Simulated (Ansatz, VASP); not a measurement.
## Al in VASP and in Ansatz

INCAR

```
PREC = Accurate
ENCUT = 520
EDIFF = 1E-6
ISMEAR = 0
SIGMA = 0.15
LREAL = False
LASPH = True
NELM = 80
ALGO = Normal
ISIF = 2
LWAVE = False
LCHARG = False
GGA = PE
NBANDS = 8
```

File KPOINTS:

```
Automatic mesh
0
Gamma
  22 22 22
```

The input POSCAR:

```
Al
1.0
   -1.4280996104      1.4280996104      2.0750287339
    1.4280996104     -1.4280996104      2.0750287339
    1.4280996104      1.4280996104     -2.0750287339
Al
1
Direct
    0.0000000000      0.0000000000      0.0000000000
```

Input for Ansatz:

```yaml
crystal:
  lattice:
    - [-1.4280996104, 1.4280996104, 2.0750287339]
    - [1.4280996104, -1.4280996104, 2.0750287339]
    - [1.4280996104, 1.4280996104, -2.0750287339]
  atoms:
    - { symbol: Al, position: [0.0, 0.0, 0.0] }
basis:
  ecutwfc: 420
kpoints:
  mp_grid: { grid: [22, 22, 22] }
hamiltonian:
  xc: pbe
scf:
  occupations: { method: gaussian, width: 0.15 }
output:
  forces: true
  stress: true
  eigenvalues: true
```

Alike in both runs: task single point; functional PBE; k mesh 22 × 22 × 22; occupations gaussian, width 0.15 eV; no spin polarisation.

```csv
,VASP,Ansatz
version,VASP 6.6.1,Ansatz 0.2.0
potentials or method,"VASP PAW PBE potentials, release 64 (Al)","scalar-relativistic, plane waves, PAW"
plane-wave cutoff (eV),520,420
valence electrons in the cell,3,3
```

|  | VASP | Ansatz | Ansatz less VASP |
| --- | --- | --- | --- |
| gap on the k mesh at the Fermi level (eV) | none | none | - |
| pressure (GPa) | -1.9 | -1.9 | +0.04 |
| largest component of the traceless stress (GPa) | 1.15 | 1.16 | +0.003 |

A gap of «none» marks a metal or a gap that the smearing closes.
